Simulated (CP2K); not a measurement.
# GaAs (F-43m) in CP2K: single point with PBE

Aim: the single point of GaAs with PBE.

All numbers are computed with CP2K 2026.2; they aren't measurements. Logs are shortened: lines on timing, memory, paths and dates and some standing lists are left out, and cuts for length are marked.

**Measured values to compare with.**

From “Evidence of valence band perturbations in GaAsN/GaAs(001): A combined variable-angle spectroscopic ellipsometry and modulated photoreflectance investigation”, 2008, arxiv:0805.2212, for a bulk crystal of GaAs at 300 K: band gap 1.418 ± 0.005 eV (direct).

How close the calculation comes is told below.

**1. The crystal as given**

The structure is cubic, space group F-43m (No. 216). The conventional cell has a = 5.654 Å, b = 5.654 Å, c = 5.654 Å, α = 90.00°, β = 90.00°, γ = 90.00°. As (site symmetry -43m) has 4 Ga at 2.45 Å as nearest neighbours. Ga (site symmetry -43m) has 4 As at 2.45 Å as nearest neighbours.

**2. Single point, PBE**

The input, gaas_scf.inp:

```
&GLOBAL
  PROJECT gaas_scf
  RUN_TYPE ENERGY_FORCE
  PRINT_LEVEL LOW
&END GLOBAL
&FORCE_EVAL
  METHOD QS
  STRESS_TENSOR ANALYTICAL
  &DFT
    BASIS_SET_FILE_NAME BASIS_MOLOPT_UZH
    POTENTIAL_FILE_NAME POTENTIAL_UZH
    &MGRID
      CUTOFF 450
      REL_CUTOFF 60
      NGRIDS 4
    &END MGRID
    &QS
      METHOD GPW
      EPS_DEFAULT 1.0E-10
    &END QS
    &KPOINTS
      SCHEME MONKHORST-PACK 8 8 8
      GAMMA_CENTERED T
      SYMMETRY T
      SYMMETRY_BACKEND SPGLIB
    &END KPOINTS
    &SCF
      SCF_GUESS ATOMIC
      EPS_SCF 1.0E-6
      MAX_SCF 100
      ADDED_MOS 10
      CHOLESKY OFF
      EPS_EIGVAL 1.0E-7
      &DIAGONALIZATION ON
        ALGORITHM STANDARD
      &END DIAGONALIZATION
      &MIXING ON
        METHOD BROYDEN_MIXING
        ALPHA 0.4
        BETA 1.5
        NBUFFER 8
      &END MIXING
      &SMEAR ON
        METHOD GAUSSIAN
        SIGMA [eV] 0.011
      &END SMEAR
    &END SCF
    &XC
      &XC_FUNCTIONAL
        &GGA_X_PBE
        &END GGA_X_PBE
        &GGA_C_PBE
        &END GGA_C_PBE
      &END XC_FUNCTIONAL
    &END XC
    &PRINT
      &KPOINTS ON
      &END KPOINTS
      &MULLIKEN ON
      &END MULLIKEN
      &MO ON
        ENERGIES T
        OCCUPATION_NUMBERS T
        &EACH
          QS_SCF 0
        &END EACH
        ADD_LAST NUMERIC
      &END MO
      &E_DENSITY_CUBE ON
        STRIDE 1
      &END E_DENSITY_CUBE
      &V_HARTREE_CUBE ON
        STRIDE 1
      &END V_HARTREE_CUBE
      &ELF_CUBE ON
        STRIDE 1
      &END ELF_CUBE
    &END PRINT
  &END DFT
  &SUBSYS
    &CELL
      ABC 3.9977696088 3.9977696088 3.9977696088
      ALPHA_BETA_GAMMA 59.9999999998 59.9999999999 60.0000000000
      PERIODIC XYZ
    &END CELL
    &COORD
      SCALED
      As  0.7500000000 0.7500000000 0.7500000000
      Ga  0.0000000000 0.0000000000 0.0000000000
    &END COORD
    &KIND As
      BASIS_SET TZVP-MOLOPT-PBE-GTH-q5
      POTENTIAL GTH-PBE-q5
    &END KIND
    &KIND Ga
      BASIS_SET TZVP-MOLOPT-PBE-GTH-q13
      POTENTIAL GTH-PBE-q13
    &END KIND
    &PRINT
      &ATOMIC_COORDINATES ON
      &END ATOMIC_COORDINATES
      &CELL ON
      &END CELL
    &END PRINT
  &END SUBSYS
  &PRINT
    &FORCES ON
    &END FORCES
    &STRESS_TENSOR ON
    &END STRESS_TENSOR
  &END PRINT
&END FORCE_EVAL
```

Potentials or basis: POTENTIAL_UZH As GTH-PBE-q5, Ga GTH-PBE-q13; TZVP-MOLOPT-PBE-GTH basis.

Launch:

```
$ OMP_NUM_THREADS=1 cp2k.psmp -i gaas_scf.inp -o gaas_scf.out
```

gaas_scf.out:

```text

 CP2K| version string:                                       CP2K version 2026.2
 CP2K| Input file name                                              gaas_scf.inp

 GLOBAL| Force Environment number                                              1
 GLOBAL| Basis set file name                                    BASIS_MOLOPT_UZH
 GLOBAL| Potential file name                                       POTENTIAL_UZH
 GLOBAL| MM Potential file name                                     MM_POTENTIAL
 GLOBAL| Coordinate file name                                      __STD_INPUT__
 GLOBAL| Method name                                                        CP2K
 GLOBAL| Project name                                                   gaas_scf
 GLOBAL| Run type                                                   ENERGY_FORCE
 GLOBAL| FFT library                                                       FFTW3
[... 6 lines left out ...]
 GLOBAL| Total number of message passing processes                             1
 GLOBAL| Number of threads for this process                                    1
 GLOBAL| CPU model name                                                  UNKNOWN

 CELL| Volume [angstrom^3]:                                            45.179174
 CELL| Vector a [angstrom]:       3.998     0.000     0.000   |a| =     3.997770
 CELL| Vector b [angstrom]:       1.999     3.462     0.000   |b| =     3.997770
 CELL| Vector c [angstrom]:       1.999     1.154     3.264   |c| =     3.997770
 CELL| Angle (b,c), alpha [degree]:                                    60.000000
 CELL| Angle (a,c), beta  [degree]:                                    60.000000
 CELL| Angle (a,b), gamma [degree]:                                    60.000000
 CELL| Numerically orthorhombic:                                              NO
 CELL| Periodicity                                                           XYZ

 CELL_REF| Volume [angstrom^3]:                                        45.179174
 CELL_REF| Vector a [angstrom     3.998     0.000     0.000   |a| =     3.997770
 CELL_REF| Vector b [angstrom     1.999     3.462     0.000   |b| =     3.997770
 CELL_REF| Vector c [angstrom     1.999     1.154     3.264   |c| =     3.997770
 CELL_REF| Angle (b,c), alpha [degree]:                                60.000000
 CELL_REF| Angle (a,c), beta  [degree]:                                60.000000
 CELL_REF| Angle (a,b), gamma [degree]:                                60.000000
 CELL_REF| Numerically orthorhombic:                                          NO
 CELL_REF| Periodicity                                                       XYZ
[... 12 lines left out ...]
                             - Atoms:                                          2
                             - Shell sets:                                     2
                             - Shells:                                        17
                             - Primitive Cartesian functions:                 10
                             - Cartesian basis functions:                     58
                             - Spherical basis functions:                     51

  Maximum angular momentum of the orbital basis functions:                     3

 MODULE QUICKSTEP: ATOMIC COORDINATES IN ANGSTROM

   Atom Kind Element         X             Y             Z       Z(eff)     Mass
      1    1 As   33      5.996654      3.462170      2.448124   5.0000  74.9216
      2    2 Ga   31      0.000000      0.000000      0.000000  13.0000  69.7230
[... 89 lines left out ...]
     9 Broy./Diag. 0.40E+00    2.6     0.00013361       -80.9319664488 -9.01E-04
    10 Broy./Diag. 0.40E+00    2.6     0.00000850       -80.9319717656 -5.32E-06
    11 Broy./Diag. 0.40E+00    2.6     0.00008719       -80.9319432913  2.85E-05
    12 Broy./Diag. 0.40E+00    2.6     0.00000631       -80.9319280934  1.52E-05
    13 Broy./Diag. 0.40E+00    2.6     0.00000370       -80.9319163443  1.17E-05
    14 Broy./Diag. 0.40E+00    2.6     0.00000086       -80.9319153006  1.04E-06

  *** SCF run converged in    14 steps ***

  Electronic density on regular grids:        -17.9999999662        0.0000000338
  Core density on regular grids:               17.9999999977       -0.0000000023
  Total charge density on r-space grids:        0.0000000315
  Total charge density g-space grids:           0.0000000315

  Overlap energy of the core charge distribution:               0.00000000546787
  Self energy of the core charge distribution:               -110.84104255844619
  Core Hamiltonian energy:                                     32.33842635187746
  Hartree energy:                                               9.38257869182832
  Exchange-correlation energy:                                -11.81187779135852
  Smearing free energy correction:                             -0.00000000000000
  Fermi energy:                                                 0.16067336383767

  Total energy:                                               -80.93191530063108
  Total energy (extrapolated to sigma->0):                    -80.93191530063108

 MO| EIGENVALUES AND OCCUPATION NUMBERS FOR K POINT 1
 MO|
 MO|  Index      Eigenvalue [a.u.]        Eigenvalue [eV]             Occupation
 MO|      1              -0.391032             -10.640521               2.000000
 MO|      2              -0.387954             -10.556763               2.000000
 MO|      3              -0.387954             -10.556763               2.000000
 MO|      4              -0.385584             -10.492288               2.000000
 MO|      5              -0.385584             -10.492287               2.000000
 MO|      6              -0.260265              -7.082177               2.000000
[... 349 lines left out ...]
 MO|     18               0.756405              20.582826               0.000000
 MO|     19               0.796818              21.682529               0.000000
 MO| Sum:                                                              18.000000
 MO| E(Fermi):            0.160673 a.u.          4.372145 eV
 MO| Band gap:            0.177509 a.u.          4.830279 eV

 [... the levels of further k-points ...]

 The electron density is written in Cube    file format to the file:

 gaas_scf-ELECTRON_DENSITY-1_0.cube

 !-----------------------------------------------------------------------------!
                     Mulliken Population Analysis

 #  Atom  Element  Kind  Atomic population                           Net charge
       1     As       1          4.658685                              0.341315
       2     Ga       2         13.341315                             -0.341315
 # Total charge                             18.000000                  0.000000

 !-----------------------------------------------------------------------------!

               ----- ELF is computed on the real space grid -----

 ELF is written in Cube    file format to the file:

 gaas_scf-ELF_S1-1_0.cube

 ENERGY| Total FORCE_EVAL ( QS ) energy [hartree]            -80.931914605311562

 FORCES| Atomic forces [hartree/bohr]
 FORCES|   Atom     x               y               z               |f|
 FORCES|      1 -5.30862761E-05 -3.06520758E-05 -2.16840308E-05   6.50223012E-05
 FORCES|      2 -4.52382762E-05 -2.61156287E-05 -1.84564604E-05   5.54000779E-05
 FORCES| Sum    -9.83245523E-05 -5.67677046E-05 -4.01404912E-05
 FORCES| Total atomic force                                       1.20422377E-04

 STRESS| Analytical stress tensor [bar]
 STRESS|                        x                   y                   z
 STRESS|      x        4.00222754949E+04   5.81029579750E+02   4.10480577536E+02
 STRESS|      y        5.81029579750E+02   3.93515731966E+04   2.37428873534E+02
 STRESS|      z        4.10480577536E+02   2.37428873534E+02   3.91842625556E+04
 STRESS| 1/3 Trace                                             3.95193704157E+04
 STRESS| Determinant                                           6.16908411775E+13

 STRESS| Eigenvectors and eigenvalues of the analytical stress tensor [bar]
 STRESS|                        1                   2                   3
 STRESS| Eigenvalues   3.90159080869E+04   3.90167543382E+04   4.05254488220E+04
 STRESS|      x          -0.328974598285     -0.474584796386      0.816422062859
 STRESS|      y           0.854220173113      0.219025987803      0.471524667980
 STRESS|      z          -0.402596087326      0.852523834099      0.333345920574
```

Run time: 49 s. Hardware: 1 thread of Arm Neoverse V1, shared host; peak memory 0.3 GiB.

Results:

```yaml
Free_energy: -2202.2694 eV
Pressure: 4.0 GPa
Band_gap_on_the_k_mesh: 0.48 eV, direct
Mulliken_charges: As +0.34; Ga -0.34 e
```

Caveat: Mulliken charges move with the basis; the basis of atomic orbitals isn't converged, which shifts pressures, moduli and gaps; the real-space grid breaks the cell's symmetry a little.

**3. Comparison with measurements**

Step 2. Measured gap of GaAs: 1.418 eV (direct; 300 K; “Evidence of valence band perturbations in GaAsN/GaAs(001): A combined variable-angle spectroscopic ellipsometry and modulated photoreflectance investigation”, 2008, arxiv:0805.2212). This calculation gives 0.48 eV (-0.94 eV). 3 values of this kind are on record (1.412 to 1.51 eV); this one was drawn at random among those near their median, those with a stated uncertainty first. Spin-orbit coupling on As, Ga is left out. The value is that of PBE in an atomic basis (POTENTIAL_UZH As GTH-PBE-q5, Ga GTH-PBE-q13; TZVP-MOLOPT-PBE-GTH basis), whose error adds to the functional's, on a finite k mesh, which can miss the band edges, without temperature or zero-point motion. Semilocal functionals fall short of measured gaps as a rule.
